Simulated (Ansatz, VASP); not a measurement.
## One calculation of CuAu, two programs

INCAR

```
SYSTEM = CuAu
  ALGO = Fast
  EDIFF = 1E-7
  ENCUT = 520
  GGA = PE
  ISIF = 2
  ISMEAR = 0
  LASPH = .TRUE.
  LCHARG = .TRUE.
  LELF = .TRUE.
  LREAL = .FALSE.
  LVHAR = .TRUE.
  LWAVE = .FALSE.
  NBANDS = 18
  NELM = 100
  PREC = Accurate
  SIGMA = 0.15
```

Contents of KPOINTS:

```
k-points
0
G
  18 18 14
  0 0 0
```

POSCAR

```
CuAu
1.0
    2.7580000000      0.0000000000      0.0000000000
    0.0000000000      2.7580000000      0.0000000000
    0.0000000000      0.0000000000      3.5599000000
Cu Au
1 1
Direct
    0.5000000000      0.5000000000      0.5000000000
    0.0000000000      0.0000000000      0.0000000000
```

Input for Ansatz:

```yaml
crystal:
  lattice:
    - [2.758, 0.0, 0.0]
    - [0.0, 2.758, 0.0]
    - [0.0, 0.0, 3.5599]
  atoms:
    - { symbol: Cu, position: [0.5, 0.5, 0.5] }
    - { symbol: Au, position: [0.0, 0.0, 0.0] }
basis:
  ecutwfc: 420
kpoints:
  mp_grid: { grid: [18, 18, 14] }
hamiltonian:
  xc: pbe
scf:
  occupations: { method: gaussian, width: 0.15 }
output:
  forces: true
  stress: true
  eigenvalues: true
```

Change from the starting cell: strain -0.015 along x and y, -0.030 along z, atoms carried along.

Alike in both runs: task single point; functional PBE; k mesh 18 × 18 × 14; occupations gaussian, width 0.15 eV; no spin polarisation.

|  | VASP | Ansatz |
| --- | --- | --- |
| version | VASP 6.6.1 | Ansatz 0.2.0 |
| potentials or method | VASP PAW PBE potentials, release 64 (Cu, Au) | scalar-relativistic, plane waves, PAW |
| plane-wave cutoff (eV) | 520 | 420 |
| valence electrons in the cell | 22 | 38 |

|  | VASP | Ansatz | Ansatz less VASP |
| --- | --- | --- | --- |
| gap on the k mesh at the Fermi level (eV) | none | none | - |
| pressure (GPa) | 19.1 | 19.2 | +0.08 |
| largest component of the traceless stress (GPa) | 0.73 | 0.78 | +0.056 |

A gap of «none» marks a metal or a gap that the smearing closes. The two sets of potentials don't hold the same shells in valence.

Caveats: so large a pressure means that the cell lies far from this level's equilibrium, or that cutoff or potentials fall short (VASP). Spin-orbit coupling is left out, which matters for the levels of Au.
